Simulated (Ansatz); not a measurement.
## La under changes of volume

One of the cells (38.320 Å³/atom); the others are scaled copies at fixed shape and fractional positions:

```
CELL_PARAMETERS angstrom
-2.12383 2.12383 2.12383
2.12383 -2.12383 2.12383
2.12383 2.12383 -2.12383
ATOMIC_POSITIONS crystal
La 0.00000 0.00000 0.00000
```

This isn't the form of La at room conditions, which is double hcp.

| Quantity | Value |
| --- | --- |
| Program | Ansatz 0.2.0 |
| Functional | LDA |
| Potentials or basis | Ansatz PAW |
| Cutoff | 420 eV (not typed: the program's choice for these potentials) |
| k mesh | 9 × 9 × 9 |
| Occupations | fermi-dirac, width 0.05 eV |
| Spin | no spin polarisation |

```csv
volume (Å³/atom),energy over the lowest point (meV/atom),pressure (GPa)
36.020,0.00,-2.5
36.787,13.69,-3.0
37.553,29.53,-3.4
38.320,47.33,-3.8
39.086,66.91,-4.2
39.852,88.11,-4.5
40.619,?,?
```

Question: What does the run at 40.619 Å³/atom give?

Answer: Energy over the lowest point 110.78 meV/atom; pressure -4.8 GPa.

Worked out: A Birch-Murnaghan fit of order 3 (a polynomial in V^(-2/3)) to the other rows has no minimum within the range. It gives 110.82 meV/atom at 40.619 Å³/atom, against the run's 110.78, and -dE/dV = -4.9 GPa, against -4.8.

Energies are extrapolated to zero smearing.

Caveats: the PAW data sets come from PBE, with cores solved anew for the run's functional, which leaves a small shift of forces and pressure.
